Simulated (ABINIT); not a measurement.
PbS:

```
CELL_PARAMETERS angstrom
2.07995 -5.99130 0.00000
2.07995 5.99130 0.00000
0.00000 0.00000 4.27932
ATOMIC_POSITIONS crystal
Pb 0.13056 0.86944 0.25000
Pb 0.86944 0.13056 0.75000
S 0.35480 0.64520 0.25000
S 0.64520 0.35480 0.75000
```

Measurements of this composition are mostly on another form, of space group No. 225.

Base run:

- Program: ABINIT 10.8.3 (patched build)
- Functional: LDA
- Potentials or basis: JTH PAW LDA v2.0
- Cutoff: 544 eV
- k mesh: 4 × 4 × 4
- Occupations: fermi-dirac, width 0.05 eV
- Spin: no spin polarisation

Its results: band gap on the k mesh 1.16 eV, indirect (least direct gap 1.50 eV); largest force 0.106 eV/Å.

Question: After a change of settings the same cell gave: band gap on the k mesh 1.59 eV, indirect (least direct gap 1.79 eV); largest force 0.211 eV/Å. Which change was it?
A. k mesh from 4 × 4 × 4 to 3 × 3 × 2
B. k mesh from 4 × 4 × 4 to 6 × 6 × 5
C. functional from LDA to PBEsol; potentials or basis from JTH PAW LDA v2.0 to JTH PAW PBE v2.0

Answer: A.

Caveats: some runs use coarse meshes; spin-orbit coupling is left out, which as a rule narrows the gap of such compounds by several tenths of an eV; an odd mesh through Γ misses points on the zone boundary, where band edges often lie (some runs).

Runs at the PBE level aren't shown here.
